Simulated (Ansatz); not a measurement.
# W4C: the cost of one run

Computed with Ansatz 0.2.0 (DFT PBE, scalar-relativistic, plane waves, PAW, unless a step's input says otherwise).

4 further runs of the same task are left out: 4 set aside as unsound or not needed. Runs told in other sessions of the task aren't counted.

## (1) The starting structure

It takes space group Pmm2 (No. 25, orthorhombic). The conventional cell has a = 2.855 Å, b = 4.037 Å, c = 20.957 Å, α = 90.00°, β = 90.00°, γ = 90.00°. W (site symmetry mm2) has 7 W at 2.84 to 2.85 Å in its first shell of neighbours. W (site symmetry mm2) has 11 W at 2.53 to 2.85 Å in its first shell of neighbours. W (site symmetry mm2) has 11 W at 2.71 to 2.85 Å in its first shell of neighbours. Around W (site symmetry mm2) lie 1 C at 1.82 Å. C (site symmetry mm2) has 1 W at 1.82 Å in its first shell of neighbours.

As a file:

```cif
data_structure
_symmetry_space_group_name_H-M 'P 1'
_symmetry_Int_Tables_number 1
_cell_length_a 2.8547
_cell_length_b 4.0372
_cell_length_c 20.9570
_cell_angle_alpha 90.000
_cell_angle_beta 90.000
_cell_angle_gamma 90.000
_cell_volume 241.53
loop_
_atom_site_label
_atom_site_type_symbol
_atom_site_fract_x
_atom_site_fract_y
_atom_site_fract_z
_atom_site_occupancy
W1 W 0.50000 0.50000 0.19087 1
W2 W 0.00000 0.00000 0.25898 1
W3 W 0.50000 0.50000 0.32624 1
W4 W 0.00000 0.00000 0.37968 1
C1 C 0.00000 0.00000 0.46653 1
```

This is the geometry of the first run shown, built on a cell relaxed beforehand with the same method.

## (2) What is varied

Atoms count from 1 in the order of the input.

C is moved along a line over the surface and along the normal, above a rigid substrate.

First coordinate, position of C5 along the first surface vector, from above W4: 6 values from 0.00 to 2.38 Å, periodic. Second coordinate, height of C5 above the plane of W4: 7 values from 1.47 to 4.13 Å.

Nothing else is relaxed. Points are written as (first, second).

## (3) Grid point (0.00 Å, 1.82 Å)

The cell repeats along c, and a dipole correction in the vacuum removes the field between the copies.

The input, input.yaml:

```yaml
crystal:
  lattice:
    - [2.8547213223, 0.0, 0.0]
    - [0.0, 4.0371856108, 0.0]
    - [0.0, 0.0, 20.9570327651]
  atoms:
    - { symbol: W, position: [0.5, 0.5, 0.190866715] }
    - { symbol: W, position: [0.0, 0.0, 0.2589756251] }
    - { symbol: W, position: [0.5, 0.5, 0.3262417345] }
    - { symbol: W, position: [0.0, 0.0, 0.3796831763] }
    - { symbol: C, position: [0.0, 0.0, 0.4665275316], spin: 2.0 }
basis:
  ecutwfc: 420
kpoints:
  mp_grid: { grid: [9, 7, 1] }
hamiltonian:
  xc: pbe
  pseudopotentials: { kind: paw, azcp: { folder: soft_1 } }
scf:
  occupations: { method: gaussian, width: 0.1 }
output:
  forces: true
  eigenvalues: true
  populations: true
magnetization:
  spin_polarized: true
efield:
  axis: 3
  dipole_correction: true
  ramp_width: 0.04
```

Started as:

```
> ansatz run input.yaml --threads 1 --pin off --max-ram 3072MiB --backend cpu --events-out ev --progress --plain --runs-dir out
```

What time and memory should one allow on 1 thread of Arm Neoverse V2, shared host?

About 89 s, with a peak of 0.56 GiB.
